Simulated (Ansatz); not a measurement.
**Ionic part of the dielectric constant of AlN at 11 GPa, mode by mode**

Method: DFT PBE, scalar-relativistic, plane waves, PAW (Ansatz 0.2.0). Settings: 420 eV plane-wave cutoff, Γ-centred 10×10×10 mesh, fixed occupations. No spin polarisation. Phonons by linear response, acoustic sum rule imposed.

The structure is cubic, space group F-43m (No. 216). Conventional cell: a = 4.328 Å, b = 4.328 Å, c = 4.328 Å, α = 90.00°, β = 90.00°, γ = 90.00°. Al (site symmetry -43m) is surrounded by 4 N at 1.87 Å. N (site symmetry -43m) has 4 Al at 1.87 Å as nearest neighbours.

Other phases may be more stable at this pressure.

The primitive cell has V = 20.27 Å³ and ε∞,xx = 4.530. Each polar mode adds Δε = (4.92064×10⁷/V)·S/ν² along x, with S its oscillator strength in e²/amu, ν in cm⁻¹ and V in Å³.

Problem. From these modes, find each Δε and ε0,xx.
| ν (cm⁻¹) | S_xx (e²/amu) |
| --- | --- |
| 683.2 | 0.7014 |

Solution.
```json
{"ν (cm⁻¹)": "683.2", "Δε": "3.65"}
```

The sum is 3.648, so ε0,xx = 8.18; the run's tensor has 8.18.

Problem. Where do the longitudinal modes lie for a wave vector along x?

Solution. At 918 cm⁻¹. The Lyddane–Sachs–Teller product Π(ν_LO/ν_TO)² = 1.81 matches ε0/ε∞ = 1.81.

This zinc-blende form isn't the usual stable structure of the compound at low pressure.

Cost: 1 run of about 0.18 core-minutes, on AMD EPYC 9R45 (Zen 5) (shared hosts).